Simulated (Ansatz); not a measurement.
**BeTe (rocksalt type): how the settings move a single-point run**

How sensitive is a single-point run of BeTe (rocksalt type) to its settings? A reference run comes first, then one run with altered input.

Computed with Ansatz 0.2.0 (reference: DFT, PBEsol, PAW with Ansatz's default frozen-core files, scalar-relativistic, unless a step's input says otherwise).

### 1 Starting point

Symmetry: Fm-3m, No. 225, cubic system. The conventional cell has a = 3.906 Å, b = 3.906 Å, c = 3.906 Å, α = 90.00°, β = 90.00°, γ = 90.00°. Be (site symmetry m-3m) has 6 Te at 1.95 Å as nearest neighbours. Te (site symmetry m-3m) has 6 Be at 1.95 Å as nearest neighbours.

Structure file:

```xyz
2
Lattice="0.0000 1.9531 1.9531 1.9531 0.0000 1.9531 1.9531 1.9531 0.0000" Properties=species:S:1:pos:R:3 pbc="T T T"
Be    0.0000    0.0000    0.0000
Te    1.9531    1.9531    1.9531
```

### 2 Reference

The input, input.yaml:

```yaml
crystal:
  lattice:
    - [0.0, 1.9530806866, 1.9530806866]
    - [1.9530806866, 0.0, 1.9530806866]
    - [1.9530806866, 1.9530806866, 0.0]
  atoms:
    - { symbol: Be, position: [0.0, 0.0, 0.0] }
    - { symbol: Te, position: [0.5, 0.5, 0.5] }
kpoints:
  mp_grid: { grid: [15, 15, 15] }
scf:
  occupations: { method: fermi_dirac, width: 0.08 }
hamiltonian:
  xc: pbesol
  pseudopotentials: { kind: paw }
output:
  forces: true
  stress: true
  eigenvalues: true
basis:
  ecutwfc: 600
```

The run is started by

```sh
$ ansatz run input.yaml --threads 1 --pin off --max-ram 2048MiB --backend cpu --events-out ev --progress --plain --runs-dir out
```

### 3 Changing settings: mp_grid.shift [0.5, 0.5, 0.5]

input.yaml, as its differences from that of step 2:

```diff
@@ -9,3 +9,3 @@
 kpoints:
-  mp_grid: { grid: [15, 15, 15] }
+  mp_grid: { grid: [15, 15, 15], shift: [0.5, 0.5, 0.5] }
 scf:
```

What does the calculation give? Wanted: for each run, ending; energy change; pressure; gap; force.

The runs gave:

| run | ending | energy change | pressure (GPa) | gap (eV) | force (eV/Å) | cycles | time |
| --- | --- | --- | --- | --- | --- | --- | --- |
| reference | converged | 0 | 405.7 | 0.00 | 0.00 | 6 | 2.2 s |
| 1: mp_grid.shift [0.5, 0.5, 0.5] | converged | +1.0 meV/atom | 406.0 | 0.00 | 0.00 | 6 | 5.5 s |

Residual by cycle in the longest SCF loop of each run; runs are numbered as in the table. The quantity is the density residual dr2, in eV.

| cycle | reference | run 1 |
| --- | --- | --- |
| 1 | 0.268 | 0.268 |
| 2 | 0.0724 | 0.0724 |
| 3 | 0.00146 | 0.00149 |
| 4 | 3.0e-5 | 3.5e-5 |
| 5 | 6.9e-8 | 7.1e-8 |
| 6 | 1.6e-10 | 1.7e-10 |

**Reading.** Changing the k-point mesh moves the energy by +1.0 meV/atom, and the pressure goes from 405.7 to 406.0 GPa. Sampling errors of the energy have no fixed sign. Cost: 5.5 s against 2.2 s. The structure is not at rest: the sound run finds 406 GPa, so these are no properties of the relaxed crystal. 
